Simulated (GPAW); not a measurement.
# Sn (Im-3m) in GPAW: reference runs

Aim: a first look at Sn with PBEsol, on the cell as given and on a disturbed one.

Program: GPAW 26.7.0. These are calculated values, not measurements. Logs are shortened: lines on timing, memory, paths and dates and some standing lists are left out, and cuts for length are marked. The log counts tension as positive stress, the text compression.

## Step 1: The crystal as given

The structure is cubic, space group Im-3m (No. 229). Conventional cell: a = 3.789 Å, b = 3.789 Å, c = 3.789 Å, α = 90.00°, β = 90.00°, γ = 90.00°. Sn (site symmetry m-3m) has 8 Sn at 3.28 Å as nearest neighbours.

This isn't the form of Sn at room conditions, which is tetragonal (white tin).

## Step 2: Single point, PBEsol

Contents of run.py:

```python
from ase import Atoms
from ase.dft.bandgap import bandgap
from ase.io import write
from ase.units import GPa
from gpaw import GPAW, PW, setup_paths

setup_paths.insert(0, '.')

atoms = Atoms(['Sn'],
              cell=[[-1.8946518192, 1.8946518192, 1.8946518192],
                    [1.8946518192, -1.8946518192, 1.8946518192],
                    [1.8946518192, 1.8946518192, -1.8946518192]],
              scaled_positions=[[0.0, 0.0, 0.0]],
              pbc=True)

calc = GPAW(mode=PW(600),
            xc='PBEsol',
            kpts={'size': (10, 10, 10), 'gamma': True},
            occupations={'name': 'fermi-dirac', 'width': 0.05},
            nbands=14,
            convergence={'density': 1e-05, 'energy': 1e-05},
            maxiter=150,
            txt='gpaw.txt')
atoms.calc = calc
energy = atoms.get_potential_energy()
forces = atoms.get_forces()
stress = atoms.get_stress()
calc.write('gs.gpw')
write('result.traj', atoms)
print(f'Energy: {energy:.6f} eV')
print('Forces (eV/A):')
print(forces.round(4))
print('Stress (GPa):', (stress / GPa).round(3))
print('Fermi level:', round(calc.get_fermi_level(), 4), 'eV')
print(f'Gap: {bandgap(calc)[0]:.4f} eV, direct: {bandgap(calc, direct=True)[0]:.4f} eV')
```

Potentials or basis: PAW data sets generated in the run's folder for this functional, pw.

Command:

```console
> gpaw-setup -f PBEsol Sn
> OMP_NUM_THREADS=1 python run.py
```

gpaw.txt:

```text
__  _  _
 | _ |_)|_||  |
 |__||  | ||/\| - 26.7.0

Input parameters:
  mode=PW(ecut=600.0),
  convergence={'density': 1e-05, 'energy': 1e-05},
  kpts=MonkhorstPack(size=(10, 10, 10), gamma=True),
  maxiter=150,
  nbands=14,
  occupations=Occupations(name='fermi-dirac', width=0.05),
  xc=XC(name='PBEsol')

Diagonalizing LCAO Hamiltonian
Converting LCAO to pw mode

       Sn

Atoms  # Å, Bohr magnetons
|   | symbol |        x |        y |        z |    initial magnetic moments |
|---|--------|----------|----------|----------|-----------------------------|
| 0 |     Sn | 0.000000 | 0.000000 | 0.000000 | ( 0.0000,  0.0000,  0.0000) |

Unit cell  # Å
| periodic |         x |         y |         z |  lengths |     angles |
|----------|-----------|-----------|-----------|----------|------------|
|      yes | -1.894652 |  1.894652 |  1.894652 | 3.281633 | 109.471221 |
|      yes |  1.894652 | -1.894652 |  1.894652 | 3.281633 | 109.471221 |
|      yes |  1.894652 |  1.894652 | -1.894652 | 3.281633 | 109.471221 |

Number of symmetries: 48
Symmetry operations  # r_c * U_cc + t_c -> r_c
|    | kind |            matrix            |
|----|------|------------------------------|
|  0 |  σ   |  1, 1, 1,  0, 0,-1,  0,-1, 0 |
|  1 |  C4  |  1, 1, 1,  0, 0,-1, -1, 0, 0 |
|  2 |  C2  |  1, 1, 1,  0,-1, 0,  0, 0,-1 |
|  3 |  S6  |  1, 1, 1,  0,-1, 0, -1, 0, 0 |
|  4 |  S6  |  1, 1, 1, -1, 0, 0,  0, 0,-1 |
|  5 |  C4  |  1, 1, 1, -1, 0, 0,  0,-1, 0 |
|  6 |  E   |  1, 0, 0,  0, 1, 0,  0, 0, 1 |
|  7 |  σ   |  1, 0, 0,  0, 1, 0, -1,-1,-1 |
|  8 |  σ   |  1, 0, 0,  0, 0, 1,  0, 1, 0 |
|  9 |  C3  |  1, 0, 0,  0, 0, 1, -1,-1,-1 |
| 10 |  C3  |  1, 0, 0, -1,-1,-1,  0, 1, 0 |
| 11 |  σ   |  1, 0, 0, -1,-1,-1,  0, 0, 1 |
| 12 |  σ   |  0, 1, 0,  1, 0, 0,  0, 0, 1 |
| 13 |  C2  |  0, 1, 0,  1, 0, 0, -1,-1,-1 |
| 14 |  C3  |  0, 1, 0,  0, 0, 1,  1, 0, 0 |
| 15 |  S4  |  0, 1, 0,  0, 0, 1, -1,-1,-1 |
| 16 |  S4  |  0, 1, 0, -1,-1,-1,  1, 0, 0 |
| 17 |  C3  |  0, 1, 0, -1,-1,-1,  0, 0, 1 |
| 18 |  C3  |  0, 0, 1,  1, 0, 0,  0, 1, 0 |
| 19 |  S4  |  0, 0, 1,  1, 0, 0, -1,-1,-1 |
| 20 |  σ   |  0, 0, 1,  0, 1, 0,  1, 0, 0 |
| 21 |  C3  |  0, 0, 1,  0, 1, 0, -1,-1,-1 |
| 22 |  C2  |  0, 0, 1, -1,-1,-1,  1, 0, 0 |
| 23 |  S4  |  0, 0, 1, -1,-1,-1,  0, 1, 0 |
| 24 |  C4  |  0, 0,-1,  1, 1, 1,  0,-1, 0 |
| 25 |  σ   |  0, 0,-1,  1, 1, 1, -1, 0, 0 |
| 26 |  S6  |  0, 0,-1,  0,-1, 0,  1, 1, 1 |
| 27 |  C2  |  0, 0,-1,  0,-1, 0, -1, 0, 0 |
| 28 |  C4  |  0, 0,-1, -1, 0, 0,  1, 1, 1 |
| 29 |  S6  |  0, 0,-1, -1, 0, 0,  0,-1, 0 |
| 30 |  S6  |  0,-1, 0,  1, 1, 1,  0, 0,-1 |
| 31 |  C4  |  0,-1, 0,  1, 1, 1, -1, 0, 0 |
| 32 |  C4  |  0,-1, 0,  0, 0,-1,  1, 1, 1 |
| 33 |  S6  |  0,-1, 0,  0, 0,-1, -1, 0, 0 |
| 34 |  σ   |  0,-1, 0, -1, 0, 0,  1, 1, 1 |
| 35 |  C2  |  0,-1, 0, -1, 0, 0,  0, 0,-1 |
| 36 |  C2  | -1, 0, 0,  1, 1, 1,  0, 0,-1 |
| 37 |  S6  | -1, 0, 0,  1, 1, 1,  0,-1, 0 |
| 38 |  S6  | -1, 0, 0,  0, 0,-1,  1, 1, 1 |
| 39 |  C2  | -1, 0, 0,  0, 0,-1,  0,-1, 0 |
| 40 |  C2  | -1, 0, 0,  0,-1, 0,  1, 1, 1 |
| 41 |  i   | -1, 0, 0,  0,-1, 0,  0, 0,-1 |
| 42 |  S4  | -1,-1,-1,  1, 0, 0,  0, 1, 0 |
| 43 |  C3  | -1,-1,-1,  1, 0, 0,  0, 0, 1 |
| 44 |  C3  | -1,-1,-1,  0, 1, 0,  1, 0, 0 |
| 45 |  σ   | -1,-1,-1,  0, 1, 0,  0, 0, 1 |
| 46 |  S4  | -1,-1,-1,  0, 0, 1,  1, 0, 0 |
| 47 |  C2  | -1,-1,-1,  0, 0, 1,  0, 1, 0 |

BZ-sampling:
  Number of BZ points: 1000
  Number of IBZ points: 47

  Monkhorst-Pack size: [10, 10, 10]
  Monkhorst-Pack shift: [0.05, 0.05, 0.05]

K-points  # in reciprocal-cell coordinates
|     |                                coordinates |     weight |
|-----|--------------------------------------------|------------|
|   0 | (  0.00000000,   0.00000000,   0.00000000) | 0.00100000 |
|   1 | (  0.10000000,   0.00000000,   0.00000000) | 0.01200000 |
|   2 | (  0.10000000,   0.10000000,  -0.10000000) | 0.00600000 |
|   3 | (  0.20000000,   0.00000000,  -0.10000000) | 0.02400000 |
|   4 | (  0.20000000,   0.00000000,   0.00000000) | 0.01200000 |
|   5 | (  0.20000000,   0.10000000,  -0.10000000) | 0.02400000 |
|   6 | (  0.20000000,   0.20000000,  -0.20000000) | 0.00600000 |
|   7 | (  0.30000000,  -0.10000000,  -0.10000000) | 0.00800000 |
|   8 | (  0.30000000,   0.00000000,  -0.10000000) | 0.04800000 |
|   9 | (  0.30000000,   0.00000000,   0.00000000) | 0.01200000 |
| ... |                                            |            |
|  46 | (  0.50000000,   0.50000000,   0.50000000) | 0.00100000 |

Plane wave coefficients: 935
Cutoff: 600.0 eV

Spin-components: 1 (collinear spins)
Bands:           14
Projectors:      6
Spin-degeneracy: 2
Datatype:        complex128

Parallelization:
  kpt:    1
  domain: 1
  band:   1

Density:
  Valence electrons: 14.0
  Components: 1
  Grid points: [20 20 20]
  Charge: 0.0  # |e|

Potential:
  Grid points: [20 20 20]

species:
  Sn:
    name:    Tin
    Z:       50.0
    valence: 14
    core:    36
    charge:  0.0  # [|e|]
    compensation charges:
      type: gauss
      rc: 0.38  # [Å]
      lmax: 2
    cutoffs:
      filter: 2.23  # [Å]
      core: 2.35  # [Å]
    projectors
    | kind |    occ | energy [eV] | rcut [Å] |
    |------|--------|-------------|----------|
    |   5s |  2.000 |     -10.584 |    1.201 |
    |   5p |  2.000 |      -3.711 |    1.270 |
    |   4d | 10.000 |     -25.798 |    1.185 |
    |    s |        |      16.628 |    1.201 |
    |    p |        |      23.501 |    1.270 |
    |    d |        |       1.413 |    1.185 |

    Using partial waves for Sn as LCAO basis

Reference energy: -167935.903346  # eV

eigensolver:
  PPCG
  Converge bands: occupied
  niter=2

density mixing:
  MSR1-Mixer
  Pratt-step length: 0.05
  Maximum mixing coefficient: 0.75
  Old densities: 10
  SVD Regularization: 0.005
  Good broyden scale: 1.0
  Trust region scale: 1.0
  Backstep threshold: 4.0
  History deletion threshold: 6.0
  Fourier metric: weight=20.0, sigma=0.015

occupation numbers:
  Fermi-Dirac:
    width: 0.0500  # eV

poisson solver:
  ecut: 4800.0  # eV

xc functional:
  name: PBEsol with 2 nearest neighbor stencil

convergence criteria:
- Maximum integral of absolute [dens]ity change: 1e-05 electrons / valence electron
- Maximum [total energy] change in last 3 cyles: 1e-05 eV / valence electron
- Maximum integral of absolute [eigenst]ate change: 4e-08 eV^2 / valence electron
maximum number of iterations: 150

SCF iterations
|iter     | |      energy | eigst |  dens |
|---------|-|-------------|-------|-------|
|iter:   1| |   -4.426295 | -0.15 |       |
|iter:   2| |   -4.425030 | -2.71 | -1.74 |
|iter:   3| |   -4.411179 | -2.87 | -1.77 |
|iter:   4| |   -4.411165 | -3.95 | -2.33 |
|iter:   5| |   -4.411229c| -5.12 | -2.96 |
|iter:   6| |   -4.411235c| -6.34 | -3.81 |
|iter:   7| |   -4.411235c| -7.65c| -4.55 |
|iter:   8| |   -4.411235c| -8.15c| -5.18c|

Converged in 8 steps
Energy contributions relative to reference atoms: (reference = -167935.903346)

Energy contributions:
  Kinetic:           2.830990
  Coulomb:          -2.872836
  Zero:             -0.006646
  External:          0.000000
  Xc:               -4.359096
  Entropy:          -0.007295
  Spinorbit:         0.000000
  ----------------------------
  Free energy:      -4.414882
  Extrapolated:     -4.411235

dipole moment: (-6.427855, -6.427855, -6.427855)  # |e|*Ang

Fermi level: 7.022
Eigenvalues  # (at kpt = [0.000, 0.000, 0.000])
| band index |      eig [eV] | occ [0-2] |
|------------|---------------|-----------|
|          0 |       -14.400 |     2.000 |
|          1 |       -14.400 |     2.000 |
|          2 |       -14.400 |     2.000 |
|          3 |       -14.262 |     2.000 |
|          4 |       -14.262 |     2.000 |
|          5 |        -4.016 |     2.000 |
|          6 |        14.987 |     0.000 |
|          7 |        14.987 |     0.000 |
|          8 |        14.987 |     0.000 |
|          9 |        19.278 |     0.000 |
|         10 |        19.278 |     0.000 |
|         11 |        19.724 |     0.000 |
|         12 |        19.768 |     0.000 |
|         13 |        19.768 |     0.000 |

No gap
No difference between direct/indirect transitions

Forces  # eV/Ang
|       x |       y |       z |
|---------|---------|---------|
| 0.00000 | 0.00000 | 0.00000 |  # Sn   0

Stress tensor  # eV/Ang^3
|        x |        y |        z |
|----------|----------|----------|
| 0.015056 | 0.000000 | 0.000000 |
| 0.000000 | 0.015056 | 0.000000 |
| 0.000000 | 0.000000 | 0.015056 |

# Writing to gs.gpw (mode='')
```

Wall time 8.5 s (1 thread of Arm Neoverse V2, shared host); peak memory 0.13 GiB.

Results:

```
Free energy            : -4.4149 eV
Pressure               : -2.4 GPa
Band gap on the k mesh : none (metal or under the smearing width)
```

## Step 3: Single point, PBEsol (cell strained at random at fixed volume)

Changes to run.py since step 2:

```diff
@@ -9,6 +9,6 @@
 atoms = Atoms(['Sn'],
-              cell=[[-1.8946518192, 1.8946518192, 1.8946518192],
-                    [1.8946518192, -1.8946518192, 1.8946518192],
-                    [1.8946518192, 1.8946518192, -1.8946518192]],
-              scaled_positions=[[0.0, 0.0, 0.0]],
+              cell=[[-1.87793, 1.898398, 1.910248],
+                    [1.894618, -1.869807, 1.898345],
+                    [1.887405, 1.879282, -1.881657]],
+              scaled_positions=[[0.0096, 0.006309, -0.003259]],
               pbc=True)
```

Potentials or basis: PAW data sets generated in the run's folder for this functional, pw.

Command:

```console
> gpaw-setup -f PBEsol Sn
> OMP_NUM_THREADS=1 python run.py
```

gpaw.txt:

```text
__  _  _
 | _ |_)|_||  |
 |__||  | ||/\| - 26.7.0

Input parameters:
  mode=PW(ecut=600.0),
  convergence={'density': 1e-05, 'energy': 1e-05},
  kpts=MonkhorstPack(size=(10, 10, 10), gamma=True),
  maxiter=150,
  nbands=14,
  occupations=Occupations(name='fermi-dirac', width=0.05),
  xc=XC(name='PBEsol')

Diagonalizing LCAO Hamiltonian
Converting LCAO to pw mode

       Sn

Atoms  # Å, Bohr magnetons
|   | symbol |         x |        y |        z |    initial magnetic moments |
|---|--------|-----------|----------|----------|-----------------------------|
| 0 |     Sn | -0.012226 | 0.000303 | 0.036447 | ( 0.0000,  0.0000,  0.0000) |

Unit cell  # Å
| periodic |         x |         y |         z |  lengths |     angles |
|----------|-----------|-----------|-----------|----------|------------|
|      yes | -1.877930 |  1.898398 |  1.910248 | 3.283228 | 109.220692 |
|      yes |  1.894618 | -1.869807 |  1.898345 | 3.269475 | 109.484087 |
|      yes |  1.887405 |  1.879282 | -1.881657 | 3.261078 | 108.923802 |

Number of symmetries: 1
Symmetry operations  # r_c * U_cc + t_c -> r_c
|   | kind |            matrix            |
|---|------|------------------------------|
| 0 |  E   |  1, 0, 0,  0, 1, 0,  0, 0, 1 |

BZ-sampling:
  Number of BZ points: 1000
  Number of IBZ points: 504

  Monkhorst-Pack size: [10, 10, 10]
  Monkhorst-Pack shift: [0.05, 0.05, 0.05]

K-points  # in reciprocal-cell coordinates
|     |                                coordinates |     weight |
|-----|--------------------------------------------|------------|
|   0 | (  0.00000000,   0.00000000,   0.00000000) | 0.00100000 |
|   1 | (  0.00000000,   0.00000000,   0.10000000) | 0.00200000 |
|   2 | (  0.00000000,   0.00000000,   0.20000000) | 0.00200000 |
|   3 | (  0.00000000,   0.00000000,   0.30000000) | 0.00200000 |
|   4 | (  0.00000000,   0.00000000,   0.40000000) | 0.00200000 |
|   5 | (  0.00000000,   0.00000000,   0.50000000) | 0.00100000 |
|   6 | (  0.00000000,   0.10000000,  -0.40000000) | 0.00200000 |
|   7 | (  0.00000000,   0.10000000,  -0.30000000) | 0.00200000 |
|   8 | (  0.00000000,   0.10000000,  -0.20000000) | 0.00200000 |
|   9 | (  0.00000000,   0.10000000,  -0.10000000) | 0.00200000 |
| ... |                                            |            |
| 503 | (  0.50000000,   0.50000000,   0.50000000) | 0.00100000 |

Plane wave coefficients: 939
Cutoff: 600.0 eV

Spin-components: 1 (collinear spins)
Bands:           14
Projectors:      6
Spin-degeneracy: 2
Datatype:        complex128

Parallelization:
  kpt:    1
  domain: 1
  band:   1

Density:
  Valence electrons: 14.0
  Components: 1
  Grid points: [20 20 20]
  Charge: 0.0  # |e|

Potential:
  Grid points: [20 20 20]

species:
  Sn:
    name:    Tin
    Z:       50.0
    valence: 14
    core:    36
    charge:  0.0  # [|e|]
    compensation charges:
      type: gauss
      rc: 0.38  # [Å]
      lmax: 2
    cutoffs:
      filter: 2.23  # [Å]
      core: 2.35  # [Å]
    projectors
    | kind |    occ | energy [eV] | rcut [Å] |
    |------|--------|-------------|----------|
    |   5s |  2.000 |     -10.584 |    1.201 |
    |   5p |  2.000 |      -3.711 |    1.270 |
    |   4d | 10.000 |     -25.798 |    1.185 |
    |    s |        |      16.628 |    1.201 |
    |    p |        |      23.501 |    1.270 |
    |    d |        |       1.413 |    1.185 |

    Using partial waves for Sn as LCAO basis

Reference energy: -167935.903346  # eV

eigensolver:
  PPCG
  Converge bands: occupied
  niter=2

density mixing:
  MSR1-Mixer
  Pratt-step length: 0.05
  Maximum mixing coefficient: 0.75
  Old densities: 10
  SVD Regularization: 0.005
  Good broyden scale: 1.0
  Trust region scale: 1.0
  Backstep threshold: 4.0
  History deletion threshold: 6.0
  Fourier metric: weight=20.0, sigma=0.015

occupation numbers:
  Fermi-Dirac:
    width: 0.0500  # eV

poisson solver:
  ecut: 4800.0  # eV

xc functional:
  name: PBEsol with 2 nearest neighbor stencil

convergence criteria:
- Maximum integral of absolute [dens]ity change: 1e-05 electrons / valence electron
- Maximum [total energy] change in last 3 cyles: 1e-05 eV / valence electron
- Maximum integral of absolute [eigenst]ate change: 4e-08 eV^2 / valence electron
maximum number of iterations: 150

SCF iterations
|iter     | |      energy | eigst |  dens |
|---------|-|-------------|-------|-------|
|iter:   1| |   -4.427105 | -0.15 |       |
|iter:   2| |   -4.425806 | -2.71 | -1.74 |
|iter:   3| |   -4.411908 | -2.87 | -1.77 |
|iter:   4| |   -4.411888 | -3.95 | -2.34 |
|iter:   5| |   -4.411952c| -5.08 | -2.97 |
|iter:   6| |   -4.411958c| -6.33 | -3.83 |
|iter:   7| |   -4.411959c| -7.61c| -4.55 |
|iter:   8| |   -4.411959c| -8.15c| -5.18c|

Converged in 8 steps
Energy contributions relative to reference atoms: (reference = -167935.903346)

Energy contributions:
  Kinetic:           2.836891
  Coulomb:          -2.878513
  Zero:             -0.006641
  External:          0.000000
  Xc:               -4.360160
  Entropy:          -0.007073
  Spinorbit:         0.000000
  ----------------------------
  Free energy:      -4.415495
  Extrapolated:     -4.411959

dipole moment: (6.230188, 6.282377, -18.957905)  # |e|*Ang

Fermi level: 7.014
Eigenvalues  # (at kpt = [0.000, 0.000, 0.000])
| band index |      eig [eV] | occ [0-2] |
|------------|---------------|-----------|
|          0 |       -14.409 |     2.000 |
|          1 |       -14.403 |     2.000 |
|          2 |       -14.390 |     2.000 |
|          3 |       -14.264 |     2.000 |
|          4 |       -14.260 |     2.000 |
|          5 |        -4.017 |     2.000 |
|          6 |        14.796 |     0.000 |
|          7 |        15.026 |     0.000 |
|          8 |        15.119 |     0.000 |
|          9 |        19.164 |     0.000 |
|         10 |        19.291 |     0.000 |
|         11 |        19.443 |     0.000 |
|         12 |        19.656 |     0.000 |
|         13 |        19.682 |     0.000 |

No gap
No difference between direct/indirect transitions

Forces  # eV/Ang
|       x |       y |        z |
|---------|---------|----------|
| 0.00000 | 0.00000 | -0.00000 |  # Sn   0

Stress tensor  # eV/Ang^3
|         x |         y |         z |
|-----------|-----------|-----------|
|  0.015896 | -0.001057 | -0.001129 |
| -0.001057 |  0.016232 | -0.001115 |
| -0.001129 | -0.001115 |  0.012923 |

# Writing to gs.gpw (mode='')
```

It took 62 s on 1 thread of Arm Neoverse V2, shared host; peak memory 0.3 GiB.

Results:

```
Free energy            : -4.4155 eV
Pressure               : -2.4 GPa
Band gap on the k mesh : none (metal or under the smearing width)
```

Stress tensor (GPa, compression positive):
```
-2.55  0.17  0.18
 0.17 -2.60  0.18
 0.18  0.18 -2.07
```
